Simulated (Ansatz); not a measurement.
## NbN: frozen-core PAW against all-electron methods

```
Nb N
1.0
     0.00000    2.15061    2.19450
     2.15061    0.00000    2.19450
     2.15061    2.15061    0.00000
Nb N
1 1
Direct
  0.50000 0.50000 0.50000
  0.00000 0.00000 0.00000
```

Atoms are numbered in the order listed.

The geometry is COD entry 1538667, unchecked; take it as a test cell. The listed cell was then made from it by scaling, straining or moving an atom.

All numbers are computed: DFT, PBE, PAW with Ansatz's default frozen-core files, scalar-relativistic (Ansatz 0.2.0); DFT, PBE, all-electron PAW with datasets made for the crystal, scalar-relativistic (Ansatz 0.2.0); DFT, PBE, all-electron LAPW, scalar-relativistic (Ansatz 0.2.0).

For PAW: a Γ-centred 13×13×13 k mesh, Fermi–Dirac smearing of 0.08 eV, cutoff 420 eV, no spin polarisation. The crystal-made all-electron datasets (AE datasets) take a cutoff of 380 eV at this cell. LAPW targets a basis error of 0.25 meV/atom. The Ansatz runs share mesh, smearing and spin set-up. Plane-wave (PAW) pressures include the program's estimate of the Pulay term.

Stress and pressure are positive in compression.

The change that made this cell: equal xx and yy strain of -2 %.

Spin–orbit coupling is left out, which moves gradients at and beside heavy atoms by some per cent and at worst by a factor of two.

In a metal, gradients converge slowly with the k mesh: the values move by tens of per cent from one mesh to another, at times in sign, so only the comparison on one mesh counts.

| quantity | PAW | AE datasets | LAPW |
| --- | --- | --- | --- |
| pressure (GPa) | 22.35 | 22.32 | 22.32 |
| stress xx (GPa) | 27.26 | 27.22 | 27.22 |
| stress zz (GPa) | 12.55 | 12.51 | 12.51 |
| field gradient Vzz at Nb1 (10²¹ V/m²) | ? | ? | – |
| field gradient Vzz at N2 (10²¹ V/m²) | 0.71 | 0.71 | – |

Problem. What belongs in the row "field gradient Vzz at Nb1 (10²¹ V/m²)", column "PAW"?

Solution. 3.81.

Problem. What belongs in the row "field gradient Vzz at Nb1 (10²¹ V/m²)", column "AE datasets"?

Solution. 3.91.
